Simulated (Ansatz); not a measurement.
**Bands of TiS$_{2}$**

```
Ti S
1.0
     3.41200    0.00000    0.00000
    -1.70600    2.95488    0.00000
     0.00000    0.00000    5.69500
Ti S
1 2
Cartesian
  0.0000 0.0000 0.0000
  0.0000 1.9699 1.4238
  1.7060 0.9850 4.2713
```

Atoms are numbered in the order listed.

The cell is COD entry 1537865, as deposited and not checked against the literature; nothing was relaxed. It is an old determination, and later ones may differ.

These are results of DFT, PBE, all-electron LAPW, scalar-relativistic in Ansatz 0.2.0, not measurements.

Settings: a Γ-centred 12×12×7 k mesh, Fermi–Dirac smearing of 0.05 eV, basis error target 1 meV/atom, no spin polarisation.

Points in fractions of the reciprocal vectors of this cell: Γ (0, 0, 0), M (0.5, 0, 0), K (0.333, 0.333, 0), A (0, 0, 0.5), L (0.5, 0, 0.5), H (0.333, 0.333, 0.5). The path joins them by straight lines in the order Γ–M–K–Γ–A–L–H–A–L; legs that retrace an earlier one aren't tabulated. Energies are in eV from the Fermi level.

(1) Metal or insulator at this level of theory?

(2) Tabulate bands 18 to 22, counted from the lowest band of the run, along the path.

Answers

(1) No gap opens: metallic or semimetallic.

(2) 
```tsv
k (1/Å)	point	band 18	band 19	band 20	band 21	band 22
0.00	Γ	-0.02	0.08	0.08	0.50	0.50
0.27		-1.17	-0.59	-0.08	0.63	1.08
0.53		-2.59	-1.22	-0.78	0.46	1.45
0.80		-2.58	-1.85	-1.52	0.29	1.52
1.06	M	-2.63	-2.62	-1.58	0.22	1.53
1.22		-2.81	-2.40	-1.98	0.50	1.54
1.37		-2.86	-2.59	-2.26	0.91	1.58
1.52		-2.77	-2.61	-2.26	1.13	1.69
1.68	K	-2.63	-2.63	-2.33	1.16	1.79
1.98		-3.17	-2.61	-1.81	1.02	1.70
2.29		-2.61	-1.99	-0.91	0.72	1.53
2.60		-1.36	-0.85	-0.12	0.71	1.10
2.90	Γ	-0.02	0.08	0.08	0.50	0.50
3.04		-0.41	0.05	0.05	0.50	0.50
3.18		-1.17	-0.01	-0.01	0.49	0.49
3.32		-1.97	-0.07	-0.07	0.49	0.49
3.46	A	-2.43	-0.10	-0.10	0.48	0.48
3.72		-1.69	-1.28	-0.69	0.65	1.07
3.99		-2.61	-1.33	-1.19	0.44	1.53
4.25		-2.64	-1.41	-1.28	0.13	1.57
4.52	L	-2.79	-1.25	-1.24	-0.04	1.52
4.67		-2.79	-1.61	-1.35	0.21	1.55
4.83		-2.92	-2.16	-1.64	0.61	1.58
4.98		-3.00	-2.26	-1.98	0.98	1.55
5.13	H	-3.01	-2.19	-2.19	1.18	1.47
5.44		-2.82	-2.26	-1.85	1.03	1.29
5.75		-2.34	-2.05	-1.31	0.91	1.22
6.05		-1.58	-1.43	-0.94	0.80	1.05
6.36	A	-2.43	-0.10	-0.10	0.48	0.48
```
